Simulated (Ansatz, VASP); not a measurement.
**Two plane-wave programs on AlN**

```xyz
4
Lattice="2.9960 0.0000 0.0000 -1.4980 2.5946 0.0000 0.0000 0.0000 5.5368" Properties=species:S:1:pos:R:3 pbc="T T T"
Al    0.0000    1.7297    0.0460
Al    1.4980    0.8649    2.8144
N     0.0000    1.7297    2.0857
N     1.4980    0.8649    4.8541
```

Alike in both runs: functional LDA; k mesh 9 × 9 × 6; occupations gaussian, width 0.05 eV; no spin polarisation.

Ansatz relaxed the structure, and its values are those at the end. VASP's run is a single point on that final structure, the one shown.

|  | VASP | Ansatz |
| --- | --- | --- |
| version | VASP 6.6.1 | Ansatz 0.2.0 |
| potentials or method | VASP PAW LDA potentials, release 64 (Al, N) | scalar-relativistic, plane waves, PAW |
| plane-wave cutoff (eV) | 520 | 520 |
| valence electrons in the cell | 16 | 16 |

VASP gave:

- gap on the k mesh at the Fermi level (eV): 3.09
- least direct gap on the mesh (eV): 3.09
- pressure (GPa): -6.9
- rms of the force components (eV/Å): 0.019

Problem. Which values does Ansatz return?

Solution. gap on the k mesh at the Fermi level (eV): 3.09; least direct gap on the mesh (eV): 3.09; pressure (GPa): -7.5; rms of the force components (eV/Å): 0.000.

Ansatz warned: «pseudo_functional_mismatch».

Expect the measured gap to be larger: semilocal functionals such as LDA lack the derivative discontinuity.
